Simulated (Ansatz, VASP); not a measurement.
# CdS in VASP and in Ansatz

Contents of POSCAR:

```
CdS
1.0
    3.8984360000      0.0000000000      0.0000000000
    0.0000000000      5.5114920000      0.0000000000
    0.0000000000      0.0000000000      3.8981040000
Cd S
2 2
Direct
    0.5000000000      0.5000000000      0.2430260000
    0.0000000000      0.0000000000      0.7569740000
    0.5000000000      0.0000000000      0.2551630000
    0.0000000000      0.5000000000      0.7448370000
```

File INCAR.step1:

```
SYSTEM = CdS
ALGO = Normal
EDIFF = 1E-4
ENCUT = 520
GGA = PE
ISMEAR = 0
LASPH = .TRUE.
LCHARG = .FALSE.
LREAL = .FALSE.
LWAVE = .TRUE.
NBANDS = 26
NELM = 100
PREC = Accurate
SIGMA = 0.01
```

File INCAR.step2:

```
SYSTEM = CdS
ALGO = Normal
EDIFF = 1E-7
ENCUT = 520
ISIF = 2
ISMEAR = 0
ISTART = 1
LASPH = .TRUE.
LCHARG = .TRUE.
LELF = .TRUE.
LMIXTAU = .TRUE.
LREAL = .FALSE.
LVHAR = .TRUE.
LWAVE = .FALSE.
METAGGA = R2SCAN
NBANDS = 26
NELM = 100
PREC = Accurate
SIGMA = 0.01
```

File KPOINTS:

```
k-points
0
G
  5 3 5
  0 0 0
```

Input for Ansatz:

```yaml
crystal:
  lattice:
    - [3.898436, 0.0, 0.0]
    - [0.0, 5.511492, 0.0]
    - [0.0, 0.0, 3.898104]
  atoms:
    - { symbol: Cd, position: [0.5, 0.5, 0.243026] }
    - { symbol: Cd, position: [0.0, 0.0, 0.756974] }
    - { symbol: S, position: [0.5, 0.0, 0.255163] }
    - { symbol: S, position: [0.0, 0.5, 0.744837] }
kpoints:
  mp_grid: { grid: [5, 3, 5] }
hamiltonian:
  xc: r2scan
scf:
  occupations: { method: fixed }
basis:
  ecutwfc: "19 Ha"
output:
  stress: true
  eigenvalues: true
```

The cell comes from a database or a generator and needn't be the stable form of this composition.

Alike in both runs: task single point; functional r2SCAN; k mesh 5 × 3 × 5; no spin polarisation.

|  | VASP | Ansatz |
| --- | --- | --- |
| version | VASP 6.6.1 | Ansatz 0.2.0 |
| potentials or method | VASP PAW PBE potentials, release 64 (Cd, S) | plane waves, PAW |
| plane-wave cutoff (eV) | 520 | 517 |
| occupations | gaussian, width 0.01 eV | fixed |
| valence electrons in the cell | 36 | 52 |

VASP gave:

- gap on the k mesh at the Fermi level (eV): 0.72
- pressure (GPa): -2.0
- largest component of the traceless stress (GPa): 0.07

**Question.** What did Ansatz give for the same quantities?

**Answer.** gap on the k mesh at the Fermi level (eV): 0.74; pressure (GPa): -2.5; largest component of the traceless stress (GPa): 0.07.

The two sets of potentials don't hold the same shells in valence.

Caveats: the PAW data sets were made with another functional, which shifts forces and pressure a little (VASP); an odd mesh through Γ misses points on the zone boundary, where band edges often lie. r2SCAN opens gaps a little over a GGA but as a rule still falls short of measured ones.
